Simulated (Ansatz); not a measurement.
**Al2Cu under changes of volume**

One of the cells (16.242 Å³/atom); the others are scaled copies at fixed shape and fractional positions:

```xyz
3
Lattice="4.1052 0.0000 0.0000 0.0000 4.1052 0.0000 0.0000 0.0000 2.8913" Properties=species:S:1:pos:R:3 pbc="T T T"
Cu    0.0000    0.0000    0.0000
Al    0.0000    2.0526    1.4457
Al    2.0526    0.0000    1.4457
```

The cell comes from a database or a generator and needn't be the stable form of this composition.

| Property | Result |
| --- | --- |
| Program | Ansatz 0.2.0 |
| Functional | LDA |
| Potentials or basis | all-electron LAPW, scalar-relativistic |
| Cutoff | 233 eV (chosen from the basis error) |
| Basis error allowed | 0.002 eV/atom |
| k mesh | 7 × 7 × 9 |
| Occupations | fermi-dirac, width 0.05 eV |
| Spin | no spin polarisation |

```tsv
volume (Å³/atom)	energy over the lowest point (meV/atom)	pressure (GPa)
15.267	0.00	0.7
15.592	0.92	-1.5
15.917	?	?
16.242	14.60	-5.1
16.567	26.43	-6.5
16.892	41.10	-7.9
17.216	58.30	-9.0
```

What does the run at 15.917 Å³/atom give?

Energy over the lowest point 5.96 meV/atom; pressure -3.4 GPa.

Worked out: A Birch-Murnaghan fit of order 3 (a polynomial in V^(-2/3)) to the other rows has its minimum at 15.36 Å³/atom with B0 = V·E''(V) = 103 GPa and B' = 4.6 at fixed shape and positions, which overstates the stiffness. It gives 5.95 meV/atom at 15.917 Å³/atom, against the run's 5.96, and -dE/dV = -3.4 GPa, against -3.4.

Energies are extrapolated to zero smearing.
